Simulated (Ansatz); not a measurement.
Crystal: SrO.

```
Sr O
1.0
     4.27547    0.00000    0.00000
    -2.13773    3.70266    0.00000
     0.00000    0.00000    5.15559
Sr O
2 2
Direct
  0.66667 0.33333 0.43813
  0.33333 0.66667 0.93813
  0.66667 0.33333 0.93687
  0.33333 0.66667 0.43687
```

Measurements of this composition are mostly on another form, of space group No. 225.

* Program: Ansatz 0.2.0
* Task: single point
* Functional: PBE
* Potentials or basis: Ansatz PAW
* Cutoff: 420 eV (not typed: the program's choice for these potentials)
* k mesh: 7 × 7 × 5
* Occupations: fermi-dirac, width 0.05 eV
* Spin: no spin polarisation

On this cell: pressure 0.9 GPa; largest force 0.013 eV/Å; band gap on the k mesh 2.65 eV, direct.

The same run follows on a disturbed copy (atoms moved at random, drawn with an rms of 0.05 Å):

```
Sr O
1.0
     4.27547    0.00000    0.00000
    -2.13773    3.70266    0.00000
     0.00000    0.00000    5.15559
Sr O
2 2
Direct
  0.66898 0.33686 0.43479
  0.33694 0.66008 0.93724
  0.66547 0.33184 0.93390
  0.32334 0.65874 0.43846
```

Problem. What changes?

Solution. The energy moves by +3.0 meV/atom; pressure 1.0 GPa; largest force 0.255 eV/Å; band gap on the k mesh 2.65 eV, direct.

Forces on the atoms (eV/Å):
```
Sr  -0.088 -0.224  0.081
Sr  -0.210  0.122 -0.078
O    0.128 -0.068  0.061
O    0.170  0.170 -0.064
```

Stress tensor (GPa, compression positive):
```
 1.48 -0.12  0.00
-0.12  0.29  0.00
 0.00  0.00  1.09
```

Caveats: odd divisions of the mesh miss points on the zone boundary, where band edges often lie, so the gap on the mesh can be too wide.

A k mesh can miss the band edges.
